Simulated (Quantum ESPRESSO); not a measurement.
**Moving the choice of potentials or basis in TiTe2**

Symmetry: P-3m1, No. 164, trigonal system. The conventional cell has a = 3.777 Å, b = 3.777 Å, c = 6.498 Å, α = 90.00°, β = 90.00°, γ = 120.00°. Around Te (site symmetry 3m) lie 3 Ti at 2.77 Å. Ti (site symmetry -3m) has 6 Te at 2.77 Å as nearest neighbours.

Kept alike: task band structure; functional PBEsol; k mesh 8 × 8 × 4; occupations fermi-dirac, width 0.05 eV; no spin polarisation. Program: Quantum ESPRESSO. Cutoffs run from 612 to 1225 eV. The mesh is that of the run's cell of 3 atoms. No spin-orbit coupling.

```csv
choice of potentials or basis,pressure (GPa)
GBRV 1.5 PBEsol,-2.21
PseudoDojo 0.4 SR PBEsol stringent,-3.55
PseudoDojo 0.4.1 SR PBEsol standard,-2.19
```

Pressure is positive in compression; the values hold the error of the finite cutoff, so their zero can differ a little from the energy's minimum. For a metal such a mesh leaves the last digits unconverged.

What does the choice of potentials or basis change here?

The pressure runs from -3.55 (PseudoDojo 0.4 SR PBEsol stringent) to -2.19 GPa (PseudoDojo 0.4.1 SR PBEsol standard).

All three potential sets put the fixed cell under tension, so PBEsol would favour a smaller volume than the one used. The sign is therefore robust across these sets, but the size is not: GBRV and the standard PseudoDojo set nearly coincide at -2.21 and -2.19 GPa, while the stringent set gives -3.55 GPa, probably because its harder potentials leave a larger basis-set contribution to the stress.

In a layered telluride, stiff covalent Ti–Te bonds within the sheets coexist with much softer contacts across the gap between them. A modest in-plane stretch can therefore produce appreciable tension, whereas the same strain along the stacking axis costs far less. The tension may thus come largely from PBEsol's preference for short Ti–Te bonds, though interlayer attraction could also contribute, and a single averaged pressure cannot separate the two. Nor does the close agreement between two sets establish that their band structures agree, since the Te p–Ti d overlap depends on the individual level positions as well as on the stress.
